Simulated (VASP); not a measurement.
# Mo (Im-3m) in VASP: further runs

One crystal, Mo, is run at these levels: PBE; tasks: single point.

Everything below comes from runs of VASP 6.6.1. Logs are shortened: lines on timing, memory, paths and dates and some standing lists are left out, and cuts for length are marked.

## (1) Starting point

Symmetry: Im-3m, No. 229, cubic system. Conventional cell: a = 3.168 Å, b = 3.168 Å, c = 3.168 Å, α = 90.00°, β = 90.00°, γ = 90.00°. Mo (site symmetry m-3m) has 8 Mo at 2.74 Å as nearest neighbours.

## (2) Single point, PBE

Contents of INCAR:

```
ADDGRID = F
ALGO = Normal
EDIFF = 1E-7
ENCUT = 450
GGA = PE
ISIF = 2
ISMEAR = 1
LASPH = T
LCHARG = F
LREAL = F
LWAVE = F
NBANDS = 13
NELM = 100
PREC = Normal
SIGMA = 0.2
```

Contents of KPOINTS:

```
k-points
0
Gamma
  11 11 11
```

Contents of POSCAR:

```
Mo
1.0
   -1.6018940000      1.6123050000      1.5868230000
    1.5840600000     -1.5829550000      1.5396390000
    1.5998790000      1.5809390000     -1.5574730000
Mo
1
Direct
   -0.0100820000     -0.0008690000      0.0196120000
```

Potentials or basis: VASP PAW PBE potentials, release 64 (Mo_sv).

Started as:

```bash
cat potpaw_PBE.64/Mo_sv/POTCAR > POTCAR
mpirun -np 1 vasp_std > vasp.out
```

OUTCAR:

```text
EDIFF = 1E-7
   ENCUT = 450
   GGA = PE
   ISIF = 2
   ISMEAR = 1
   LASPH = T
   LREAL = F
   NELM = 100
   PREC = Normal

 Found    666 irreducible k-points:

 Following reciprocal coordinates:
            Coordinates               Weight
  0.000000  0.000000  0.000000      1.000000
  0.090909 -0.000000  0.000000      2.000000
  0.181818 -0.000000  0.000000      2.000000
  0.272727 -0.000000  0.000000      2.000000
  0.363636  0.000000  0.000000      2.000000
  0.454545  0.000000  0.000000      2.000000
   k-points           NKPTS =    666   k-points in BZ     NKDIM =    666   number of bands    NBANDS=     13
   number of dos      NEDOS =    301   number of ions     NIONS =      1
   total plane-waves  NPLWV =   2744
   dimension x,y,z NGX =    14 NGY =   14 NGZ =   14
   dimension x,y,z NGXF=    28 NGYF=   28 NGZF=   28
   ions per type =               1
   NGX,Y,Z   is equivalent  to a cutoff of   8.40,  8.56,  8.51 a.u.
   NGXF,Y,Z  is equivalent  to a cutoff of  16.79, 17.13, 17.01 a.u.
 SYSTEM =  unknown system
   PREC   = normal    normal or accurate (medium, high low for compatibility)
   ISTART =      0    job   : 0-new  1-cont  2-samecut
   ICHARG =      2    charge: 1-file 2-atom 10-const
   ISPIN  =      1    spin polarized calculation?
   LNONCOLLINEAR =      F non collinear calculations
   LSORBIT =      F    spin-orbit coupling
   LASPH  =      T    aspherical Exc in radial PAW
   ENCUT  =  450.0 eV  33.07 Ry    5.75 a.u.   4.79  4.70  4.73*2*pi/ulx,y,z
   NELM   =    100;   NELMIN=  2; NELMDL= -5     # of ELM steps
   EDIFF  = 0.1E-06   stopping-criterion for ELM
   LREAL  =      F    real-space projection
   EDIFFG = 0.1E-05   stopping-criterion for IOM
   NSW    =      0    number of steps for IOM
   IBRION =     -1    ionic relax: 0-MD 1-quasi-New 2-CG
   NFREE  =      0    steps in history (QN), initial steepest desc. (CG)
   ISIF   =      2    stress and relaxation
   ISYM   =      2    0-nonsym 1-usesym 2-fastsym
   POTIM  = 0.5000    time-step for ionic-motion
   TEBEG  =    0.0;   TEEND  =   0.0 temperature during run
   PSTRESS=    0.0 pullay stress
   NELECT =      14.0000    total number of electrons
   NUPDOWN=      -1.0000    fix difference up-down
   EMIN   =  10.00;   EMAX   =-10.00  energy-range for DOS
   EFERMI =   0.00;   METHOD = LEGACY
   ISMEAR =     1;   SIGMA  =   0.20  broadening in eV -4-tet -1-fermi 0-gaus
   EFERMI_NEDOS =   21; number of points for ismear=-14 and -15
   IALGO  =     38    algorithm
   IMIX   =      4    mixing-type and parameters
     AMIX     =   0.40;   BMIX     =  1.00
     AMIX_MAG =   1.60;   BMIX_MAG =  1.00
  volume/ion in A,a.u.               =      15.89       107.24
  Fermi-wavevector in a.u.,A,eV,Ry     =   1.569380  2.965697 33.510502  2.462952
  Thomas-Fermi vector in A             =   2.671271
   LORBIT       =      0    0 simple, 1 ext, 2 COOP (PROOUT), +10 PAW based schemes
   GGA     = PE    functional components
   LHFCALC =     F    Hartree Fock is set to
   AEXX    =    0.0000 exact exchange contribution
   IVDW    =     0    specifies the selected vdW correction
   LEPSILON=     F    determine dielectric tensor
   LRPA    =     F    only Hartree local field effects (RPA)
 non-spin polarized calculation
 Methfessel and Paxton  Order N= 1 SIGMA  =   0.20
  energy-cutoff  :      450.00
  volume of cell :       15.89
 maximum number of plane-waves:       366
   NGX =  9   NGY =  9   NGZ =  9

 number of electron      13.9999999 magnetization

 Free energy of the ion-electron system (eV)
  ---------------------------------------------------
  ext. energy  EPLUGINS =         0.00000000
  ---------------------------------------------------
  free energy    TOTEN  =       -10.90810433 eV

  energy without entropy =      -10.90549122  energy(sigma->0) =      -10.90723330

 E-fermi :  12.2514     XC(G=0): -13.2971

 val. band max:       12.2512074851   @ k =  -0.1818   0.1818   0.1818
 cond. band min:      12.2586747734   @ k =  -0.2727   0.2727   0.3636
 fundamental gap:      0.0074672883
 Fermi energy:        12.2513851151

 k-point     1 :       0.0000    0.0000    0.0000
  band No.  band energies     occupation
      1     -48.9477      2.00000
      2     -22.2770      2.00000
      3     -22.2512      2.00000
      4     -22.2245      2.00000
      5       5.1498      2.00000
      6      10.7598      2.00000
      7      11.0507      2.00000
      8      11.1819      2.00000
      9      13.8185     -0.00000
     10      14.1156     -0.00000
     11      26.9268      0.00000
     12      27.0280      0.00000
     13      27.4759      0.00000

 k-point     2 :       0.0909   -0.0000    0.0000
  band No.  band energies     occupation
      1     -48.9294      2.00000
      2     -22.3816      2.00000
      3     -22.2854      2.00000
      4     -22.2285      2.00000
      5       5.4989      2.00000
      6      10.6101      2.00000
      7      10.9790      2.00000
      8      11.4645      2.00000
      9      13.7371     -0.00000
     10      14.0032     -0.00000
     11      27.4337      0.00000
     12      27.5943      0.00000
     13      27.8225      0.00000

 k-point     3 :       0.1818   -0.0000    0.0000
  band No.  band energies     occupation
      1     -48.8801      2.00000
      2     -22.6656      2.00000
      3     -22.3718      2.00000
      4     -22.2345      2.00000
      5       6.3966      2.00000
      6      10.1615      2.00000
      7      10.7427      2.00000
      8      12.3813      0.11778
      9      13.5601     -0.00000
     10      14.0394     -0.00000
     11      27.7233      0.00000
     12      28.5741      0.00000
     13      29.2917      0.00000

 k-point     4 :       0.2727   -0.0000    0.0000
  band No.  band energies     occupation
      1     -48.8148      2.00000
      2     -23.0260      2.00000
      3     -22.4829      2.00000
      4     -22.2414      2.00000
      5       7.2386      2.00000
      6       9.6216      2.00000
      7      10.8492      2.00000
      8      13.7024     -0.00000
      9      13.7977     -0.00000
     10      14.2350     -0.00000
     11      26.8205      0.00000
     12      27.8064      0.00000
     13      31.7329      0.00000

 k-point     5 :       0.3636    0.0000    0.0000
  band No.  band energies     occupation
      1     -48.7540      2.00000
      2     -23.3462      2.00000
      3     -22.5833      2.00000
      4     -22.2477      2.00000
      5       7.3259      2.00000
      6       9.1740      2.00000
      7      12.0465      2.05493
      8      14.0122     -0.00000
      9      14.5224     -0.00000
     10      15.4315     -0.00000
     11      25.3642      0.00000
     12      25.6900      0.00000
     13      31.8477      0.00000

 k-point     6 :       0.4545    0.0000    0.0000
  band No.  band energies     occupation
      1     -48.7176      2.00000
      2     -23.5320      2.00000
      3     -22.6421      2.00000
      4     -22.2515      2.00000
      5       7.1410      2.00000
      6       8.9267      2.00000
      7      13.4790     -0.00000
      8      14.1582     -0.00000
      9      14.7551     -0.00000
     10      16.6776      0.00000
     11      23.8325      0.00000
     12      24.5059      0.00000
     13      29.7331      0.00000

 [... further k-points ...]

------------------------ aborting loop because EDIFF is reached ----------------------------------------

  FORCE on cell =-STRESS in cart. coord.  units (eV):
  Direction    XX          YY          ZZ          XY          YZ          ZX
  --------------------------------------------------------------------------------------
  -------------------------------------------------------------------------------------
  Total       -0.2033203     -0.2783759      0.2305253      0.0032911     -0.0808573      0.0469833
  in kB      -20.4985317    -28.0655604     23.2413157      0.3318060     -8.1519456      4.7368052
  external PRESSURE =      -8.4409255 kB  Pullay stress =       0.0000000 kB

 VOLUME and BASIS-vectors are now :
 -----------------------------------------------------------------------------
  energy-cutoff  :      450.00
  volume of cell :       15.89
      direct lattice vectors                 reciprocal lattice vectors
    -1.601894000  1.612305000  1.586823000     0.001971750  0.310249238  0.316949110
     1.584060000 -1.582955000  1.539639000     0.315876418 -0.002757309  0.321678072
     1.599879000  1.580939000 -1.557473000     0.314268351  0.313370033 -0.001149142

 POSITION                                       TOTAL-FORCE (eV/Angst)
 -----------------------------------------------------------------------------------
      0.02832      0.04548      3.07858         0.000000      0.000000      0.000000
 -----------------------------------------------------------------------------------
    total drift:                                0.000008      0.000116      0.000001

  FREE ENERGIE OF THE ION-ELECTRON SYSTEM (eV)
  ---------------------------------------------------
  free  energy   TOTEN  =       -10.9081043330 eV

  energy  without entropy=      -10.9054912241  energy(sigma->0) =      -10.90723330
```

Run time: 15 s. Hardware: 1 thread of Intel Xeon 6975P-C (Granite Rapids), shared host; peak memory 0.19 GiB.

These settings aren't checked as converged: the numbers below hold their error.

Results:

- Free energy: -10.9081 eV
- Pressure: -0.8 GPa
- Band gap on the k mesh: none (metal or under the smearing width)

## (3) Single point, PBE

Edit INCAR of step 2 so:

```diff
@@ -9,3 +9,3 @@
 LCHARG = F
-LREAL = F
+LREAL = Auto
 LWAVE = F
@@ -13,3 +13,3 @@
 NELM = 100
-PREC = Normal
+PREC = Accurate
 SIGMA = 0.2
```

KPOINTS is that of step 2.

Contents of POSCAR:

```
Mo
1.0
   -1.5838089719      1.5838089719      1.5838089719
    1.5838089719     -1.5838089719      1.5838089719
    1.5838089719      1.5838089719     -1.5838089719
Mo
1
Direct
    0.0000000000      0.0000000000      0.0000000000
```

Potentials or basis: VASP PAW PBE potentials, release 64 (Mo_sv).

Started as:

```bash
cat potpaw_PBE.64/Mo_sv/POTCAR > POTCAR
mpirun -np 1 vasp_std > vasp.out
```

Wall time 9.4 s (1 thread of Intel Xeon 6975P-C (Granite Rapids), shared host); peak memory 0.13 GiB.

These settings aren't checked as converged: the numbers below hold their error.

Results:

```
Free energy            : -10.9124 eV
Pressure               : -0.9 GPa
Band gap on the k mesh : none (metal or under the smearing width)
```
